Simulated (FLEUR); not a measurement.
HgSe: band structure with PBE

The system is HgSe.

```xyz
2
Lattice="0.0000 3.0390 3.0390 3.0390 0.0000 3.0390 3.0390 3.0390 0.0000" Properties=species:S:1:pos:R:3 pbc="T T T"
Hg    0.0000    0.0000    0.0000
Se    4.5585    4.5585    4.5585
```

* Program: FLEUR MaX-R8.1 (later development tree)
* Task: band structure
* Functional: PBE
* Potentials or basis: all-electron
* Basis: FLAPW
* Kmax: 4.5 1/bohr
* k mesh: 8 × 8 × 8
* Occupations: fermi-dirac, width 0.05 eV
* Spin: no spin polarisation
* inpgen profile: moderate
* Gmax: 22.5 1/bohr
* Muffin-tin radii: Hg 2.3, Se 2.3 bohr
* lmax: Hg 9, Se 9
* Local orbitals a species: Hg 5, Se 4
* Max iterations: 60
* Mixing factor: 0.05
* Mixer: Anderson
* Mixer history: 15
* Density convergence: 1e-05 me/bohr^3

```
Band gap along the path                               : none (metal or under the smearing width)
Valence electrons inside the program's atomic spheres : Hg 17.64; Se 14.20 (radii Hg 2.3, Se 2.3 bohr)
```

Levels at the corners of the path, in eV from the Fermi level:
| point | band 15 | band 16 | band 17 | band 18 | band 19 | band 20 | band 21 | band 22 |
| --- | --- | --- | --- | --- | --- | --- | --- | --- |
| Γ | -6.49 | -0.99 | -0.05 | -0.05 | -0.05 | 5.44 | 5.44 | 5.44 |
| X | -6.11 | -5.15 | -2.37 | -2.37 | 2.74 | 2.95 | 8.40 | 9.81 |
| W | -5.87 | -5.36 | -2.81 | -2.48 | 3.57 | 5.08 | 6.04 | 7.41 |
| K | -5.96 | -5.32 | -2.95 | -1.94 | 2.88 | 4.43 | 7.90 | 8.17 |
| Γ | -6.49 | -0.99 | -0.05 | -0.05 | -0.05 | 5.44 | 5.44 | 5.44 |
| L | -6.16 | -5.58 | -1.03 | -1.03 | 1.06 | 6.21 | 6.21 | 6.94 |
| U | -5.96 | -5.32 | -2.95 | -1.94 | 2.88 | 4.43 | 7.90 | 8.17 |
| W | -5.87 | -5.36 | -2.81 | -2.48 | 3.57 | 5.08 | 6.04 | 7.41 |
| L | -6.16 | -5.58 | -1.03 | -1.03 | 1.06 | 6.21 | 6.21 | 6.94 |
| K | -5.96 | -5.32 | -2.95 | -1.94 | 2.88 | 4.43 | 7.90 | 8.17 |
| U | -5.96 | -5.32 | -2.95 | -1.94 | 2.88 | 4.43 | 7.90 | 8.17 |
| X | -6.11 | -5.15 | -2.37 | -2.37 | 2.74 | 2.95 | 8.40 | 9.81 |

Core levels (eV from the Fermi level):
| atom | levels |
| --- | --- |
| 1 Hg | 1s1/2 -83046.1, 2s1/2 -14703.5, 2p1/2 -14104.4, 2p3/2 -12156.3, 3s1/2 -3486.4, 3p1/2 -3217.2, 3p3/2 -2785.7, 4s1/2 -764.1, 3d3/2 -2341.1, 3d5/2 -2248.7, 4p1/2 -648.8, 4p3/2 -544.6, 4d3/2 -356.4, 4d5/2 -337.0, 4f5/2 -94.8, 4f7/2 -90.6 |
| 2 Se | 1s1/2 -12495.4, 2s1/2 -1600.9, 2p1/2 -1435.5, 2p3/2 -1393.8, 3s1/2 -207.9, 3p1/2 -151.3, 3p3/2 -145.4 |

Wall time 2.7 min on 1 thread of Arm Neoverse V1, on a shared host, peak memory 0.14 GiB.

Caveat: spin-orbit coupling is left out, which moves the levels of the heavy elements.
